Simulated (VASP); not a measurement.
Wanted: the native input for a VASP 6.6.1 run.

```yaml
Task: single point
Functional: PBE
Potentials_or_basis: VASP PAW PBE potentials, release 64 (Fe, Si)
Cutoff: 520 eV
k_mesh: 6 × 8 × 8
Occupations: gaussian, width 0.1 eV
Spin: collinear spin, typed start
Starting_moments: "[4.0, 0.0] μB"
Dipole_correction: no
Further_INCAR_settings: ALGO = Normal; EDIFF = 1e-06; NBANDS = 17
```

The structure of FeSi lies in POSCAR:

```
FeSi
1.0
    3.4808772428      0.0000000000      0.0000000000
    0.0000000000      1.6742062556      1.9112627512
    0.0000000000     -1.6742062556      1.9112627512
Fe Si
1 1
Direct
    0.0000000000      0.0214658462      0.0214658462
    0.5000000000      0.5800341538      0.5800341538
```

Measurements of this composition are mostly on another form, of space group No. 198.

The cell isn't the ideal one: Ti replaced by Fe, lengths x 0.938, strained and moved within the space group.

One way to write it, as run:

INCAR

```
SYSTEM = FeSi
PREC = Accurate
ENCUT = 520
EDIFF = 1E-6
ISMEAR = 0
SIGMA = 0.1
LREAL = .False.
LASPH = .True.
NELM = 150
ALGO = Normal
ISIF = 2
LWAVE = .False.
LCHARG = .False.
ISPIN = 2
MAGMOM = 4 0
LORBIT = 11
LMAXMIX = 4
GGA = PE
NBANDS = 17
```

KPOINTS

```
Automatic mesh
0
Gamma
  6 8 8
  0 0 0
```

Potentials or basis: VASP PAW PBE potentials, release 64 (Fe, Si).

Command:

```bash
$ cat potpaw_PBE.64/Fe/POTCAR potpaw_PBE.64/Si/POTCAR > POTCAR
$ mpirun -np 1 vasp_std > vasp.out
```

Results of the run:

The pressure is -0.6 GPa, the largest force is 0.137 eV/Å and the band gap on the k mesh is none (metal or under the smearing width). The net moment is 0.72 μB per cell and the site moments are Fe +0.77; Si -0.03 μB. The valence electrons inside the program's atomic spheres are Fe 7.55; Si 1.61.

Caveat: the moment fell far below its start of 4 μB, so a state of higher moment may lie lower in energy.

It took 24 s on 1 thread of Intel(R) Xeon(R) 6975P-C (Granite Rapids), with other jobs on the host, peak memory 0.17 GiB.
